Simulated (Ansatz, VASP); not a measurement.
**One calculation of Ca, two programs**

```
Ca
1.0
    -2.06422    2.02098    2.16806
     2.03089   -1.98579    2.09926
     2.24064    2.16221   -2.13273
Ca
1
Direct
  0.50000 0.50000 0.00000
```

Alike in both runs: task single point; functional PBE; k mesh 12 × 12 × 12; occupations gaussian, width 0.1 eV; no spin polarisation.

|  | VASP | Ansatz |
| --- | --- | --- |
| version | VASP 6.6.1 | Ansatz 0.2.0 |
| potentials or method | VASP PAW PBE potentials, release 64 (Ca_sv) | scalar-relativistic, plane waves, PAW |
| plane-wave cutoff (eV) | 520 | 420 |
| valence electrons in the cell | 10 | 10 |

```csv
,VASP,Ansatz,Ansatz less VASP
gap on the k mesh at the Fermi level (eV),none,none,-
pressure (GPa),2.0,2.0,-0.02
largest component of the traceless stress (GPa),1.36,1.36,-0.003
```

A gap of «none» marks a metal or a gap that the smearing closes.
